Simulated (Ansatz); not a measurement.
Runs of Ansatz 0.2.0 on MoS2. It takes space group P-3m1 (No. 164, trigonal). The conventional cell has a = 3.227 Å, b = 3.227 Å, c = 6.312 Å, α = 90.00°, β = 90.00°, γ = 120.00°. Mo (site symmetry -3m) has 6 S at 2.42 Å as nearest neighbours. Around S (site symmetry 3m) lie 3 Mo at 2.42 Å. Measurements of this composition are mostly on another form, of space group No. 194.

```csv
task,level,potentials or basis,U,cell,k mesh,cutoff (eV),points for each segment of the path,hubbard projectors,double counting,mesh quality,gap on the mesh (eV),pressure (GPa),V0 of scaled cells (Å³/atom),B0 (GPa),largest force (eV/Å)
equation of state,BLYP+D4,Ansatz PAW,-,as given,9 × 9 × 4,420,-,-,-,not flagged,-,-,19.18,(a),-
band structure,PBEsol,Ansatz PAW,-,as given,9 × 9 × 4,420,14,-,-,not flagged,none,(d),-,-,0.02
band structure,PBE,PseudoDojo stringent (PBE files),-,as given,9 × 9 × 4,1088,14,-,-,not flagged,none,1.2,-,-,0.29
relaxation of cell and atoms,r2SCAN+U,Ansatz PAW,Mo d U = 5 eV,relaxed,9 × 9 × 4,500,-,ortho-atomic (the default),fll (the default),not flagged,-,0.0,-,-,-
equation of state,RPBE,Ansatz PAW,-,as given,9 × 9 × 4,420,-,-,-,not flagged,-,-,19.52,121,-
band structure,PBE,Ansatz PAW earlier set,-,as given,9 × 9 × 4,640,14,-,-,not flagged,none,1.1,-,-,(b)
band structure,LDA+U,Ansatz PAW,Mo d U = 5 eV,as given,9 × 9 × 4,420,14,ortho-atomic (the default),fll (the default),not flagged,none,-6.1,-,-,0.20
single point,PBE,Ansatz PAW,-,as given,5 × 5 × 3,420,-,-,-,coarse,none,(c),-,-,0.19
```

Alike in all rows: no spin polarisation; smearing fermi-dirac 0.05 eV.

Estimate the missing entries.

(a) 128; (b) 0.28; (c) 1.0; (d) -3.4.

Caveats: some runs use coarse meshes; this functional lacks dispersion, which binds the layers, so the pressure and a relaxed spacing across them are unreliable (some runs); the PAW data sets come from PBE, with cores solved anew for the run's functional, which leaves a small shift of forces and pressure (some runs); the potentials were made for another functional, which shifts forces and pressure (some runs); the cell was scaled at fixed shape and fractional positions, which overstates the stiffness of a crystal with free parameters, most of all of layers and chains (some runs); the plane-wave basis is chosen anew once the cell has moved, so the energies of steps on either side of that aren't comparable (some runs); U without spin polarisation on a metal has little footing (some runs).

A k mesh can miss the band edges, and the runs leave out spin-orbit coupling on Mo.

A gap of «none» marks a metal or a gap under the smearing width.
